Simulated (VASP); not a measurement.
# NaF (Villiaumite) (Fm-3m) in VASP: notebook

Runs on NaF (Villiaumite). Level: LDA. Tasks: phonons, dielectric tensor.

All numbers are computed with VASP 6.6.1; they aren't measurements. Logs are shortened: lines on timing, memory, paths and dates and some standing lists are left out, and cuts for length are marked.

## Step 1: Starting point

Symmetry: Fm-3m, No. 225, cubic system. The conventional cell has a = 4.498 Å, b = 4.498 Å, c = 4.498 Å, α = 90.00°, β = 90.00°, γ = 90.00°. Na (site symmetry m-3m) is surrounded by 6 F at 2.25 Å. Around F (site symmetry m-3m) lie 6 Na at 2.25 Å.

## Step 2: Phonons, LDA

POSCAR

```
NaF
1.0
    0.0000000000      2.2490856905      2.2490856905
    2.2490856905      0.0000000000      2.2490856905
    2.2490856905      2.2490856905      0.0000000000
  Na              F
     1     1
Direct
     0.0000000000000000    0.0000000000000000    0.0000000000000000
     0.5000000000000000    0.5000000000000000    0.5000000000000000
```

INCAR.step1

```
PREC = Accurate ; ENCUT = 600
EDIFF = 1E-8 ; ISMEAR = 0
SIGMA = 0.03 ; LREAL = F
LASPH = T ; NELM = 80
ALGO = Normal ; ISIF = 3
LWAVE = F ; LCHARG = F
GGA = CA ; PSTRESS = -15.0
IBRION = 2 ; NSW = 40
EDIFFG = -0.002
```

INCAR.step2

```
PREC = Accurate ; ENCUT = 600
EDIFF = 1E-8 ; ISMEAR = 0
SIGMA = 0.03 ; LREAL = F
LASPH = T ; NELM = 80
ALGO = Normal ; ISIF = 2
LWAVE = F ; LCHARG = F
GGA = CA ; PSTRESS = -15.0
IBRION = 6 ; NFREE = 2
POTIM = 0.015 ; NSW = 1
```

KPOINTS

```
regular mesh
0
Gamma
  10 10 10
```

Potentials or basis: VASP PAW LDA potentials, release 64 (Na_pv, F).

Run with:

```sh
$ cat potpaw_LDA.64/Na_pv/POTCAR potpaw_LDA.64/F/POTCAR > POTCAR
$ cp INCAR.step1 INCAR
$ mpirun -np 1 vasp_std > vasp.out
$ cp CONTCAR POSCAR
$ cp INCAR.step2 INCAR
$ mpirun -np 1 vasp_std > vasp.out
```

OUTCAR:

```text
PREC = Accurate
   ENCUT = 600
   EDIFF = 1E-8
   ISMEAR = 0
   LREAL = F
   LASPH = T
   NELM = 80
   ISIF = 2
   GGA = CA
   PSTRESS = -15.0
   IBRION = 6
   NFREE = 2
   POTIM = 0.015
   NSW = 1

 ion  position               nearest neighbor table
   1  0.000  0.000  0.000-   2 2.27   2 2.27   2 2.27   2 2.27   2 2.27   2 2.27
   2  0.500  0.500  0.500-   1 2.27   1 2.27   1 2.27   1 2.27   1 2.27   1 2.27

  LATTYP: Found a face centered cubic cell.
 ALAT       =     4.5386364487

  Lattice vectors:

 A1 = (   0.0000000000,   2.2693182244,   2.2693182244)
 A2 = (   2.2693182244,   0.0000000000,   2.2693182244)
 A3 = (   2.2693182244,   2.2693182244,   0.0000000000)

Analysis of symmetry for initial positions (statically):
=====================================================================
 Subroutine PRICEL returns:
 Original cell was already a primitive cell.

 Routine SETGRP: Setting up the symmetry group for a
 face centered cubic supercell.

 Subroutine GETGRP returns: Found 48 space group operations
 (whereof 48 operations were pure point group operations)
 out of a pool of 48 trial point group operations.

The static configuration has the point symmetry O_h .

Analysis of symmetry for dynamics (positions and initial velocities):
=====================================================================
 Subroutine PRICEL returns:
 Original cell was already a primitive cell.

 Routine SETGRP: Setting up the symmetry group for a
 face centered cubic supercell.

 Subroutine GETGRP returns: Found 48 space group operations
 (whereof 48 operations were pure point group operations)
 out of a pool of 48 trial point group operations.

The dynamic configuration has the point symmetry O_h .

 Subroutine INISYM returns: Found 48 space group operations
 (whereof 48 operations are pure point group operations),
 and found     1 'primitive' translations

----------------------------------------------------------------------------------------

                                     Primitive cell

  volume of cell :      23.3731

  direct lattice vectors                    reciprocal lattice vectors
     0.000000000  2.269318224  2.269318224    -0.220330492  0.220330492  0.220330492
     2.269318224  0.000000000  2.269318224     0.220330492 -0.220330492  0.220330492
     2.269318224  2.269318224  0.000000000     0.220330492  0.220330492 -0.220330492

  length of vectors
     3.209300610  3.209300610  3.209300610     0.381623606  0.381623606  0.381623606

  position of ions in fractional coordinates (direct lattice)
     0.000000000  0.000000000  0.000000000
     0.500000000  0.500000000  0.500000000

  ion indices of the primitive-cell ions
   primitive index   ion index
                 1           1
                 2           2

----------------------------------------------------------------------------------------

 KPOINTS: regular mesh

Automatic generation of k-mesh.
 Grid dimensions read from file:
 generate k-points for:   10   10   10

 Generating k-lattice:

  Cartesian coordinates                     Fractional coordinates (reciprocal lattice)
    -0.022033049  0.022033049  0.022033049     0.100000000  0.000000000  0.000000000
     0.022033049 -0.022033049  0.022033049     0.000000000  0.100000000  0.000000000
     0.022033049  0.022033049 -0.022033049     0.000000000  0.000000000  0.100000000

  Length of vectors
     0.038162361  0.038162361  0.038162361

  Shift w.r.t. Gamma in fractional coordinates (k-lattice)
     0.000000000  0.000000000  0.000000000

 Subroutine IBZKPT returns following result:
 ===========================================

 Found     47 irreducible k-points:
[... 56 lines left out ...]
   PSTRESS=  -15.0 pullay stress
   NELECT =      14.0000    total number of electrons
   NUPDOWN=      -1.0000    fix difference up-down
   EMIN   =  10.00;   EMAX   =-10.00  energy-range for DOS
   EFERMI =   0.00;   METHOD = LEGACY
   ISMEAR =     0;   SIGMA  =   0.03  broadening in eV -4-tet -1-fermi 0-gaus
   EFERMI_NEDOS =   21; number of points for ismear=-14 and -15
   IALGO  =     38    algorithm
   IMIX   =      4    mixing-type and parameters
     AMIX     =   0.40;   BMIX     =  1.00
     AMIX_MAG =   1.60;   BMIX_MAG =  1.00
  volume/ion in A,a.u.               =      11.69        78.86
  Fermi-wavevector in a.u.,A,eV,Ry     =   1.379999  2.607820 25.910898  1.904397
  Thomas-Fermi vector in A             =   2.504917
   LORBIT       =      0    0 simple, 1 ext, 2 COOP (PROOUT), +10 PAW based schemes
   GGA     = CA    functional components
   LHFCALC =     F    Hartree Fock is set to
   AEXX    =    0.0000 exact exchange contribution
   IVDW    =     0    specifies the selected vdW correction
   LEPSILON=     F    determine dielectric tensor
   LRPA    =     F    only Hartree local field effects (RPA)
 finite differences with symmetry
 non-spin polarized calculation
 Gauss-broadening in eV      SIGMA  =   0.03
  energy-cutoff  :      600.00
  volume of cell :       23.37
 maximum number of plane-waves:       801
 NGX is ok and might be reduce to    28
   NGX = 13   NGY = 13   NGZ = 13

--------------------------------------- Ionic step        1  -------------------------------------------

 number of electron      14.0000007 magnetization

 Free energy of the ion-electron system (eV)
  ---------------------------------------------------
  ext. energy  EPLUGINS =         0.00000000
  ---------------------------------------------------
  free energy    TOTEN  =        -9.33290019 eV

  energy without entropy =       -9.33290019  energy(sigma->0) =       -9.33290019

------------------------ aborting loop because EDIFF is reached ----------------------------------------

  FORCE on cell =-STRESS in cart. coord.  units (eV):
  Direction    XX          YY          ZZ          XY          YZ          ZX
  --------------------------------------------------------------------------------------
  -------------------------------------------------------------------------------------
  Total       -0.2244072     -0.2244072     -0.2244072     -0.0000000      0.0000000     -0.0000000
  in kB      -15.3826525    -15.3826525    -15.3826525     -0.0000000      0.0000000     -0.0000000
  external PRESSURE =      -0.3826525 kB  Pullay stress =     -15.0000000 kB
[... 139 lines left out ...]
--------------------------------------- Ionic step        5  -------------------------------------------

 number of electron      14.0000005 magnetization

 Free energy of the ion-electron system (eV)
  ---------------------------------------------------
  ext. energy  EPLUGINS =         0.00000000
  ---------------------------------------------------
  free energy    TOTEN  =        -9.33259683 eV

  energy without entropy =       -9.33259683  energy(sigma->0) =       -9.33259683

 E-fermi :  -2.1066     XC(G=0): -10.2606

 val. band max:       -2.2305205345   @ k =   0.0000   0.0000   0.0000
 cond. band min:       4.0685539461   @ k =   0.0000   0.0000   0.0000
 fundamental gap:      6.2990744806
 Fermi energy:        -2.1065523031

 k-point     1 :       0.0000    0.0000    0.0000
  band No.  band energies     occupation
      1     -21.1067      2.00000
      2     -20.8133      2.00000
      3     -20.8133      2.00000
      4     -20.8125      2.00000
      5      -2.2305      2.00000
      6      -2.2305      2.00000
      7      -2.2305      2.00000
      8       4.0686      0.00000
      9      16.7371      0.00000
     10      16.7376      0.00000
     11      16.7376      0.00000
[... 309 lines left out ...]
 k-point    24 :       0.4000    0.3000    0.0000
  band No.  band energies     occupation
      1     -21.4101      2.00000
      2     -20.8765      2.00000
      3     -20.8659      2.00000
      4     -20.3542      2.00000
      5      -3.5596      2.00000
      6      -2.6615      2.00000
      7      -2.5972      2.00000
      8       8.4754      0.00000
      9      11.4146      0.00000
     10      14.7394      0.00000
     11      17.6749      0.00000

 [... further k-points ...]

------------------------ aborting loop because EDIFF is reached ----------------------------------------

  FORCE on cell =-STRESS in cart. coord.  units (eV):
  Direction    XX          YY          ZZ          XY          YZ          ZX
  --------------------------------------------------------------------------------------
  -------------------------------------------------------------------------------------
  Total       -0.2203951     -0.2250138     -0.2250138      0.0000000      0.0000000     -0.0000000
  in kB      -15.1076323    -15.4242294    -15.4242294      0.0000000      0.0000000     -0.0000000
  external PRESSURE =      -0.3186970 kB  Pullay stress =     -15.0000000 kB
[... 21 lines left out ...]
  energy  without entropy=       -9.3325968256  energy(sigma->0) =       -9.33259683

  enthalpy is  TOTEN    =        -9.5514217943 eV   P V=       -0.2188249686

 INTERNAL STRAIN TENSORS FROM DISPLACED ATOMS
 ============================================

 INTERNAL STRAIN TENSOR FOR ION    1 for displacements in x,y,z  (eV/Angst):
          X           Y           Z          XY          YZ          ZX
  --------------------------------------------------------------------------------
  x     0.00000     0.00000     0.00000     0.00000     0.00000     0.00000
  y     0.00000     0.00000     0.00000     0.00000     0.00000     0.00000
  z     0.00000     0.00000     0.00000     0.00000     0.00000     0.00000

 INTERNAL STRAIN TENSOR FOR ION    2 for displacements in x,y,z  (eV/Angst):
          X           Y           Z          XY          YZ          ZX
  --------------------------------------------------------------------------------
  x     0.00000     0.00000     0.00000     0.00000     0.00000     0.00000
  y     0.00000     0.00000     0.00000     0.00000     0.00000     0.00000
  z     0.00000     0.00000     0.00000     0.00000     0.00000     0.00000

 Eigenvectors and eigenvalues of the dynamical matrix
 ----------------------------------------------------

   1 f  =    7.932166 THz    49.839270 2PiTHz  264.588583 cm-1    32.804789 meV
             X         Y         Z           dx          dy          dz
      0.000000  0.000000  0.000000     0.672353   -0.000000    0.000000
      2.269318  2.269318  2.269318    -0.740231    0.000000   -0.000000
[... 21 lines left out ...]
   6 f/i=    0.003222 THz     0.020242 2PiTHz    0.107459 cm-1     0.013323 meV
             X         Y         Z           dx          dy          dz
      0.000000  0.000000  0.000000    -0.532205   -0.322662    0.400735
      2.269318  2.269318  2.269318    -0.483403   -0.293074    0.363988

 ELASTIC MODULI CONTR FROM IONIC RELAXATION (kBar)
 Direction    XX          YY          ZZ          XY          YZ          ZX
 --------------------------------------------------------------------------------
 XX           0.0000      0.0000      0.0000      0.0000      0.0000      0.0000
 YY           0.0000      0.0000      0.0000      0.0000      0.0000      0.0000
 ZZ           0.0000      0.0000      0.0000      0.0000      0.0000      0.0000
 XY           0.0000      0.0000      0.0000      0.0000      0.0000      0.0000
 YZ           0.0000      0.0000      0.0000      0.0000      0.0000      0.0000
 ZX           0.0000      0.0000      0.0000      0.0000      0.0000      0.0000
 --------------------------------------------------------------------------------
```

Run time: 2.1 min. Hardware: 1 thread of Intel Xeon Platinum 8375C at 2.90GHz (Ice Lake), shared host; peak memory 0.17 GiB.

What came out:

```yaml
Relaxed_volume: 11.69 Å³/atom
Relaxed_cell: a = 3.209 Å, b = 3.209 Å, c = 3.209 Å, α = 60.00°, β = 60.00°, γ = 60.00°
Space_group_after_relaxing_to_0.05_Å: Fm-3m (No. 225)
Highest_phonon_frequency_at_Γ_LO-TO_splitting_left_out: 265 cm⁻¹
```

Step by step:
| step | energy change (eV) | largest force (eV/Å) | pressure (GPa) | volume (Å³) |
| --- | --- | --- | --- | --- |
| 1 | 0.0000 | 0.0000 | 0.05 | 22.75 |
| 2 | 0.0010 | 0.0000 | -0.89 | 23.12 |
| 3 | 0.0030 | 0.0000 | -1.54 | 23.39 |
| 4 | 0.0029 | 0.0000 | -1.50 | 23.37 |

Final structure:
```yaml
crystal:
  lattice:
    - [0.00000, 2.26932, 2.26932]
    - [2.26932, 0.00000, 2.26932]
    - [2.26932, 2.26932, 0.00000]
  atoms:
    - { symbol: Na, position: [0.00000, 0.00000, 0.00000] }
    - { symbol: F, position: [0.50000, 0.50000, 0.50000] }
```

Phonon frequencies in cm⁻¹ (negative: imaginary):
| q point | frequencies |
| --- | --- |
| (0.000, 0.000, 0.000) | 0 0 0 265 265 265 |

(Part 1 of 2 ends here.)
